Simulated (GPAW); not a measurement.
MoS2, a slab with vacuum:

```
CELL_PARAMETERS angstrom
3.18454 0.00000 0.00000
-1.59227 2.75789 0.00000
0.00000 0.00000 21.67053
ATOMIC_POSITIONS crystal
Mo 0.33333 0.66667 0.85116
Mo 0.66667 0.33333 0.14884
S 0.66667 0.33333 0.77963
S 0.33333 0.66667 0.07725
S 0.66667 0.33333 0.92275
S 0.33333 0.66667 0.22037
```

Base run:

- Program: GPAW 26.7.0
- Functional: PBE
- Potentials or basis: GPAW PAW data sets (gpaw-data 1.2.1)
- Cutoff: 500 eV
- Basis: pw
- k mesh: 8 × 8 × 1
- Occupations: fermi-dirac, width 0.001 eV
- Spin: no spin polarisation
- Hubbard terms: Mo d U = 4.0 eV

Its results: band gap on the k mesh 1.34 eV, indirect (least direct gap 1.68 eV).

Problem. The run is repeated on the same cell with these changes: occupations from fermi-dirac, width 0.001 eV to fermi-dirac, width 0.05 eV; hubbard terms from Mo d U = 4.0 eV to none. What comes out?

Solution. Band gap on the k mesh 1.41 eV, indirect (least direct gap 1.92 eV).

Caveats: the long-wavelength limit can be off by several per cent where d states take part (some runs); response on these states lacks terms of the Hamiltonian (some runs).

A k mesh can miss the band edges.
